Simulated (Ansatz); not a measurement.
## Property card for FeO

The calculation used Ansatz, DFT PBE, scalar-relativistic, plane waves, PAW.

Plane waves to 420 eV, a k mesh through Γ of 12×8×8 on the computed 8-atom cell and Gaussian smearing (0.10 eV); collinear spin from starting moments -3.6 -3.6 3.6 3.6 0 0 0 0 μB.

The structure is relaxed at this level of theory with its symmetry kept. This form isn't the usual stable structure of the compound.

The structure is trigonal, space group R-3m (No. 166). The conventional cell has a = 2.864 Å, b = 2.864 Å, c = 8.198 Å, α = 90.00°, β = 90.00°, γ = 120.00°. Around Fe (site symmetry -3m) lie 6 O at 2.14 to 2.15 Å. O (site symmetry -3m) has 6 Fe at 2.14 to 2.15 Å as nearest neighbours.

| Item | Value |
| --- | --- |
| Volume per atom | 9.70 Å³ |
| Formation energy from the elements' standard states (uncorrected) | -0.854 eV/atom |
| Kohn–Sham band gap | none (metal) |
| Density of states at the Fermi level | 4.53 states/eV per cell |
| Löwdin character within 0.5 eV of the Fermi level | Fe 3d 88 %, O 2p 9 % |
| Bader charges (e) | Fe (4 in the cell) 1.28, O (4 in the cell) -1.28 |
| Total moment | 0.00 μB per cell |
| Site moments (μB; atoms counted from 1 over the whole cell) | Fe (atom 1) -3.27, Fe (atom 2) -3.27, Fe (atom 3) 3.27, Fe (atom 4) 3.27 |

Only this magnetic start was tried.

Cost: 1 run of about 14 core-minutes, on Arm Neoverse V1 (shared hosts).